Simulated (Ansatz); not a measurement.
## H in Ga

All numbers below come from DFT PBE, scalar-relativistic, plane waves, PAW (Ansatz).

Plane waves to 420 eV, a k mesh through Γ of 12×12×12 on the computed 2-atom cell and Gaussian smearing (0.10 eV); no spin polarisation for the host; each changed cell takes a mesh and smearing chosen by its own gap and starts from the host's moments or customary ones, or runs without spin. Cells and atoms are relaxed to the nearest stationary point that keeps the symmetry of their start (forces under 0.02 to 0.04 eV/Å, stress under 0.1 to 0.2 GPa); energies are at zero smearing, without zero-point or thermal terms.

Relaxed host (gap on the mesh 0 eV):

```
Ga
1.0
     1.39119   -4.29656    0.00000
     1.39119    4.29656    0.00000
     0.00000    0.00000    3.20193
Ga
2
Direct
  0.86752 0.13248 0.25000
  0.13248 0.86752 0.75000
```

Cases: (1) 2 H in a 1×1×1 repeat of the cell, at (0.444 0.556 0.750), (0.556 0.444 0.250) in fractions of that repeat, 2.13 Å from the nearest atom of the relaxed host; (2) 2 H in a 1×1×1 repeat of the cell, at (0.500 0.500 0.000), (0.500 0.500 0.500) in fractions of that repeat, 1.97 Å from the nearest atom of the relaxed host; (3) 1 H in a 2×1×2 repeat of the cell, at (0.222 0.556 0.375) in fractions of that repeat, 2.13 Å from the nearest atom of the relaxed host.

The table gives the energy per H taken from half an H2 molecule (negative: uptake is favourable), the swelling and the final surroundings.

```json
{"case": "1", "formula": "GaH", "energy per H (eV)": "0.87", "ΔV (%)": "+26.0", "principal strains (%)": "+33.0 +4.6 -9.4", "nearest host atoms of the first H": "4 (Ga) from 2.13 Å"}
{"case": "2", "formula": "GaH", "energy per H (eV)": "0.80", "ΔV (%)": "+40.5", "principal strains (%)": "+40.0 +1.1 -0.7", "nearest host atoms of the first H": "4 (Ga) from 2.09 Å"}
{"case": "3", "formula": "Ga8H", "energy per H (eV)": "0.67", "ΔV (%)": "+3.5", "principal strains (%)": "+8.6 -0.7 -4.1", "nearest host atoms of the first H": "3 (Ga) from 1.83 Å"}
```

Each ion keeps what symmetry its start has, so a lower place off a symmetric site can be missed, above all for H.

Relaxed structure of case 3, the lowest per ion:

```
Ga H
1.0
     2.82592   -9.34827    0.00000
     1.35147    4.65715    0.00000
     0.00000    0.00000    6.14391
Ga H
8 1
Direct
  0.33986 0.96644 0.10629
  0.33986 0.96644 0.64371
  0.85218 0.94405 0.12314
  0.85218 0.94405 0.62686
  0.98480 0.69602 0.37500
  0.22469 0.26625 0.87500
  0.50325 0.68636 0.37500
  0.73221 0.22875 0.87500
  0.39319 0.85718 0.37500
```

In GaH, Ga8H a bond of the host changes by more than 0.6 Å or the volume by a third: the framework has rearranged or swollen or shrunk strongly, and the figure may no longer describe a topotactic step.

This form of Ga, the host, isn't the element's usual structure.

Cost: 4 runs of about 25 core-minutes in all, on Intel Xeon 6975P-C (Granite Rapids) (shared hosts).